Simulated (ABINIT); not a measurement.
A run of ABINIT 10.8.3 (patched build):

The input run.abi:

```
# Datasets: one volume each
ndtset 7
getwfk -1
scalecart1 3*0.9795861087
scalecart2 3*0.9864848297
scalecart3 3*0.9932883884
scalecart4 3*1.0000000000
scalecart5 3*1.0066227096
scalecart6 3*1.0131594038
scalecart7 3*1.0196128224

# Pseudopotentials
pp_dirpath "./"
pseudos "Pt.LDA_PW-JTH.xml"

# Structure
acell 3*1.0 Angstrom
rprim
     0.0000000000     1.9609000000     1.9609000000
     1.9609000000     0.0000000000     1.9609000000
     1.9609000000     1.9609000000     0.0000000000
ntypat 1
znucl 78
natom 1
typat 1
xred
     0.0000000000     0.0000000000     0.0000000000

# Plane-wave basis
ecut 20.0
pawecutdg 40.0

# k points
kptopt 1
ngkpt 12 12 12
nshiftk 1
shiftk 0.0 0.0 0.0

# Exchange and correlation
ixc 2

# Bands and occupations
nband 9
occopt 3
tsmear 0.05 eV

# SCF cycle
nstep 100
tolvrs 1.0e-9

# Output
iomode 3
prtwf 1
prtden 0
prteig 0
prtebands 0
```

Potentials or basis: JTH PAW LDA v2.0.

The run is started by

```sh
$ abinit run.abi > log 2>&1
```

Hardware: 1 thread of Arm Neoverse V1, with other jobs on the host.

How long does it take, and how much memory?

It took 92 s on 1 thread of Arm Neoverse V1, with other jobs on the host, peak memory 0.13 GiB. Counts: scf iterations 115, mpi ranks 1, k points 72, bands 9, plane waves 424.
